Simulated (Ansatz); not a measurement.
# PbSe: band gap under strain

How does strain move the band edges of rocksalt PbSe, and do the functionals agree on it? States: -2.0 % biaxial strain in the (111) plane, free along [111]; -1.0 % biaxial strain in the (111) plane, free along [111]; +1.0 % biaxial strain in the (111) plane, free along [111].

The runs shown are made with Ansatz 0.2.0. PAW datasets, plane waves. The values are computed, spin-unpolarised, and not measurements.

## 1. Starting point

The unstrained cell was relaxed with r2SCAN; in each strained cell the atoms were relaxed again with r2SCAN. Names of k-points are those of the unstrained zone, where strain can split equivalent points. First state: -2.0 % biaxial strain in the (111) plane, free along [111].

It is trigonal, R-3m (No. 166); conventional cell a = 4.281 Å, c = 10.917 Å, 28.87 Å³ an atom. Pb has 6 Se at 3.07 Å; Se has 6 Pb at 3.07 Å.

As a file:

```cif
data_structure
_symmetry_space_group_name_H-M 'P 1'
_symmetry_Int_Tables_number 1
_cell_length_a 4.3989
_cell_length_b 4.3989
_cell_length_c 4.3989
_cell_angle_alpha 58.230
_cell_angle_beta 58.230
_cell_angle_gamma 58.230
_cell_volume 57.75
loop_
_atom_site_label
_atom_site_type_symbol
_atom_site_fract_x
_atom_site_fract_y
_atom_site_fract_z
_atom_site_occupancy
Pb1 Pb 0.00000 0.00000 0.00000 1
Se1 Se 0.50000 0.50000 0.50000 1
```

From earlier runs on the unstrained cell: PBE 0.37 eV, r2SCAN 0.67 eV, HSE06 0.79 eV, r2SCAN+SOC 0.11 eV; a = 6.177 Å.

## 2. -2.0 % biaxial strain in the (111) plane, free along [111]: PBE

input.yaml reads:

```yaml
crystal:
  lattice:
    - [0.083019807, 3.1099479822, 3.1099479822]
    - [3.1099479822, 0.083019807, 3.1099479822]
    - [3.1099479822, 3.1099479822, 0.083019807]
  atoms:
    - { symbol: Pb, position: [0.0, 0.0, 0.0] }
    - { symbol: Se, position: [0.5, 0.5, 0.5] }
kpoints:
  mp_grid: { grid: [8, 8, 8] }
  band_path:
    path:
      - [0.0, 0.0, 0.0]
      - [0.5, 0.0, 0.5]
      - [0.625, 0.25, 0.625]
      - [0.375, 0.375, 0.75]
      - [0.5, 0.5, 0.5]
      - [0.5, 0.25, 0.75]
      - [0.0, 0.0, 0.5]
    npoints: 1
hamiltonian:
  xc: pbe
scf:
  occupations: { method: fermi_dirac, width: 0.02 }
  n_extra_bands: 4
output:
  forces: true
  stress: true
  eigenvalues: true
  write_density: true
  write_potential: true
  elf: true
  volumetric_format: npy
```

Command:

```sh
> ansatz run input.yaml --threads 2 --pin off --max-ram 20275MiB --backend cpu --events-out ev --progress --plain --runs-dir out
```

After this run come: -2.0 % biaxial strain in the (111) plane, free along [111]: r2SCAN; -2.0 % biaxial strain in the (111) plane, free along [111]: HSE06; -2.0 % biaxial strain in the (111) plane, free along [111]: r2SCAN+SOC; -1.0 % biaxial strain in the (111) plane, free along [111]: PBE; -1.0 % biaxial strain in the (111) plane, free along [111]: r2SCAN; -1.0 % biaxial strain in the (111) plane, free along [111]: HSE06; -1.0 % biaxial strain in the (111) plane, free along [111]: r2SCAN+SOC; +1.0 % biaxial strain in the (111) plane, free along [111]: PBE; +1.0 % biaxial strain in the (111) plane, free along [111]: r2SCAN; +1.0 % biaxial strain in the (111) plane, free along [111]: HSE06; +1.0 % biaxial strain in the (111) plane, free along [111]: r2SCAN+SOC.

What does the calculation give?

**Answer**, as computed:

Least gap in eV (negative: overlap), with the change from the unstrained cell in brackets:

| state | volume change (%) | PBE | r2SCAN | HSE06 |
| --- | --- | --- | --- | --- |
| -2.0 % biaxial strain in the (111) plane, free along [111] | -2.0 | 0.05 (-0.32) | 0.32 (-0.35) | 0.42 (-0.37) |
| -1.0 % biaxial strain in the (111) plane, free along [111] | -1.0 | 0.22 (-0.15) | 0.50 (-0.17) | 0.62 (-0.17) |
| +1.0 % biaxial strain in the (111) plane, free along [111] | +0.9 | 0.28 (-0.09) | 0.56 (-0.11) | 0.69 (-0.10) |

What this shows: With HSE06, of the states in the table -2.0 % biaxial strain in the (111) plane, free along [111] shifts the gap most, by -0.365 eV. PBE and HSE06 differ by 0.42 eV on the unstrained gap, and by at most 0.04 eV on its change: PBE follows the response to strain far better than the gap itself. Spin-orbit coupling is left out of the table, though the cell holds Pb (Z = 82); in an element this heavy it can shift bands and gaps by tenths of an eV.
